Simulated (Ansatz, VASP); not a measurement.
KBr: VASP beside Ansatz

```
K Br
1.0
     0.00000    3.36334    3.36334
     3.36334    0.00000    3.36334
     3.36334    3.36334    0.00000
K Br
1 1
Cartesian
  0.0000 0.0000 0.0000
  3.3633 3.3633 3.3633
```

Change from the starting cell: hydrostatic strain +1.9%.

Alike in both runs: task single point; functional r2SCAN; k mesh 6 × 6 × 6; no spin polarisation.

|  | VASP | Ansatz |
| --- | --- | --- |
| version | VASP 6.6.1 | Ansatz 0.2.0 |
| potentials or method | VASP PAW PBE potentials, release 64 (K_sv, Br) | plane waves, PAW |
| plane-wave cutoff (eV) | 520 | 500 |
| occupations | gaussian, width 0.01 eV | fixed |
| valence electrons in the cell | 16 | 16 |

```tsv
	VASP	Ansatz	Ansatz less VASP
gap on the k mesh at the Fermi level (eV)	4.92	4.92	-0.002
pressure (GPa)	-0.7	-0.7	+0.01
```

Caveats: the PAW data sets were made with another functional, which shifts forces and pressure a little (VASP).
